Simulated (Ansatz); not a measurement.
# TiAl3: a one-atom displacement scan

The task, for TiAl3: map the energy as atom 1 (Ti) is pushed off its site.

Program: Ansatz 0.2.0. Level of theory: DFT r2SCAN, scalar-relativistic, plane waves, PAW. These are calculated values, not measurements.

1 further run of the same task is left out (set aside as unsound or not needed). Runs told in other sessions of the task aren't counted.

### Step 1. The system as given

The structure is cubic, space group Pm-3m (No. 221). The conventional cell has a = 3.956 Å, b = 3.956 Å, c = 3.956 Å, α = 90.00°, β = 90.00°, γ = 90.00°. Around Ti (site symmetry m-3m) lie 12 Al at 2.80 Å. Al (site symmetry 4/mmm) is surrounded by 4 Ti at 2.80 Å and 8 Al at 2.80 Å.

Structure file:

```cif
data_structure
_symmetry_space_group_name_H-M 'Pm-3m'
_symmetry_Int_Tables_number 221
_cell_length_a 3.9557
_cell_length_b 3.9557
_cell_length_c 3.9557
_cell_angle_alpha 90.000
_cell_angle_beta 90.000
_cell_angle_gamma 90.000
_cell_volume 61.90
loop_
_atom_site_label
_atom_site_type_symbol
_atom_site_symmetry_multiplicity
_atom_site_Wyckoff_symbol
_atom_site_fract_x
_atom_site_fract_y
_atom_site_fract_z
_atom_site_occupancy
Ti1 Ti 1 a 0.00000 0.00000 0.00000 1
Al1 Al 3 c 0.50000 0.50000 0.00000 1
```

It goes back to an entry of the Materials Project, which need not be the stable form.

This cell was relaxed beforehand with the same method: volume 15.47 Å³/atom, gap on the mesh none (metal).

### Step 2. The reference: the undisturbed cell on the scan's mesh

Contents of input.yaml:

```yaml
crystal:
  lattice:
    - [3.95567125, 0.0, 0.0]
    - [0.0, 3.95567125, 0.0]
    - [0.0, 0.0, 3.95567125]
  atoms:
    - { symbol: Ti, position: [0.0, 0.0, 0.0] }
    - { symbol: Al, position: [0.5, 0.5, 0.0] }
    - { symbol: Al, position: [0.5, 0.0, 0.5] }
    - { symbol: Al, position: [0.0, 0.5, 0.5] }
basis:
  ecutwfc: 500
kpoints:
  mp_grid: { grid: [12, 12, 12] }
hamiltonian:
  xc: r2scan
scf:
  occupations: { method: gaussian, width: 0.15 }
output:
  forces: true
  stress: true
  eigenvalues: true
```

Launch:

```bash
ansatz run input.yaml --threads 1 --pin off --max-ram 2560MiB --backend cpu --events-out ev --progress --plain --runs-dir out
```

### Step 3. Setting up a one-atom displacement scan

Atom 1 (Ti) is moved by x along the Cartesian unit vector (0.577, 0.577, 0.577); the cell and all other atoms stay fixed. Forces below are components along that vector, summed over the moved atoms. In a periodic cell its images move with it.

### Step 4. x = -0.200 Å

Changes to input.yaml since step 2:

```diff
@@ -6,3 +6,3 @@
   atoms:
-    - { symbol: Ti, position: [0.0, 0.0, 0.0] }
+    - { symbol: Ti, position: [-0.0291910137, -0.0291910137, -0.0291910137] }
     - { symbol: Al, position: [0.5, 0.5, 0.0] }
```

### Step 5. x = 0.150 Å

Changes to input.yaml since step 4:

```diff
@@ -6,3 +6,3 @@
   atoms:
-    - { symbol: Ti, position: [-0.0291910137, -0.0291910137, -0.0291910137] }
+    - { symbol: Ti, position: [0.0218932603, 0.0218932603, 0.0218932603] }
     - { symbol: Al, position: [0.5, 0.5, 0.0] }
@@ -22 +22,5 @@
   eigenvalues: true
+  write_density: true
+  write_potential: true
+  elf: true
+  volumetric_format: npy
```

### Step 6. At x = -0.100 Å

Changes to input.yaml since step 5:

```diff
@@ -6,3 +6,3 @@
   atoms:
-    - { symbol: Ti, position: [0.0218932603, 0.0218932603, 0.0218932603] }
+    - { symbol: Ti, position: [-0.0145955069, -0.0145955069, -0.0145955069] }
     - { symbol: Al, position: [0.5, 0.5, 0.0] }
@@ -22,5 +22 @@
   eigenvalues: true
-  write_density: true
-  write_potential: true
-  elf: true
-  volumetric_format: npy
```

### Step 7. At x = 0.050 Å

Changes to input.yaml since step 6:

```diff
@@ -6,3 +6,3 @@
   atoms:
-    - { symbol: Ti, position: [-0.0145955069, -0.0145955069, -0.0145955069] }
+    - { symbol: Ti, position: [0.0072977534, 0.0072977534, 0.0072977534] }
     - { symbol: Al, position: [0.5, 0.5, 0.0] }
```

### Step 8. At x = 0.175 Å

Changes to input.yaml since step 7:

```diff
@@ -6,3 +6,3 @@
   atoms:
-    - { symbol: Ti, position: [0.0072977534, 0.0072977534, 0.0072977534] }
+    - { symbol: Ti, position: [0.025542137, 0.025542137, 0.025542137] }
     - { symbol: Al, position: [0.5, 0.5, 0.0] }
@@ -22 +22,5 @@
   eigenvalues: true
+  write_density: true
+  write_potential: true
+  elf: true
+  volumetric_format: npy
```

### Step 9. x = 0.125 Å

Changes to input.yaml since step 8:

```diff
@@ -6,3 +6,3 @@
   atoms:
-    - { symbol: Ti, position: [0.025542137, 0.025542137, 0.025542137] }
+    - { symbol: Ti, position: [0.0182443836, 0.0182443836, 0.0182443836] }
     - { symbol: Al, position: [0.5, 0.5, 0.0] }
```

### Step 10. At x = 0.075 Å

Changes to input.yaml since step 9:

```diff
@@ -6,3 +6,3 @@
   atoms:
-    - { symbol: Ti, position: [0.0182443836, 0.0182443836, 0.0182443836] }
+    - { symbol: Ti, position: [0.0109466302, 0.0109466302, 0.0109466302] }
     - { symbol: Al, position: [0.5, 0.5, 0.0] }
@@ -22,5 +22 @@
   eigenvalues: true
-  write_density: true
-  write_potential: true
-  elf: true
-  volumetric_format: npy
```

### Step 11. At x = 0.025 Å

Changes to input.yaml since step 10:

```diff
@@ -6,3 +6,3 @@
   atoms:
-    - { symbol: Ti, position: [0.0109466302, 0.0109466302, 0.0109466302] }
+    - { symbol: Ti, position: [0.0036488767, 0.0036488767, 0.0036488767] }
     - { symbol: Al, position: [0.5, 0.5, 0.0] }
```

(Steps that only read results are left out.)

**Question.** What will these runs give?

The runs gave:

```
                                                        quantity       value
force constant along x, from the points at -0.100, 0 and 0.025 Å  9.98 eV/Å²
```

In words: Near the site the force constant is 9.98 eV/Å²; for the mass of Ti against a rigid frame that is a vibration of about 238 cm⁻¹. The undisturbed cell stays the lowest of the sampled points.
